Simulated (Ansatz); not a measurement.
# WC in Ansatz: the effect of functional

The system is WC.

```
W C
1.0
     0.00000    2.20721    2.20721
     2.20721    0.00000    2.20721
     2.20721    2.20721    0.00000
W C
1 1
Direct
  0.00000 0.00000 0.00000
  0.50000 0.50000 0.50000
```

Measurements of this composition are mostly on another form, of space group No. 187.

The cell isn't the ideal one: volume scaled by 1.02.

Alike in all runs:

| Quantity | Value |
| --- | --- |
| Program | Ansatz 0.2.0 |
| Task | single point |
| Potentials or basis | Ansatz PAW |
| k mesh | 10 × 10 × 10 |
| Occupations | fermi-dirac, width 0.05 eV |
| Spin | no spin polarisation |

| functional | cutoff | pressure (GPa) |
| --- | --- | --- |
| LDA | 420 eV (not typed: the program's choice for these potentials) | -22.4 |
| PBEsol | 420 eV (not typed: the program's choice for these potentials) | -16.8 |
| r2SCAN | 500 eV (not typed: the program's choice for these potentials) | ? |

Task: What does the run with functional r2SCAN give?

Result: Pressure -12.2 GPa.

Caveats: the PAW data sets come from PBE, with cores solved anew for the run's functional, which leaves a small shift of forces and pressure.
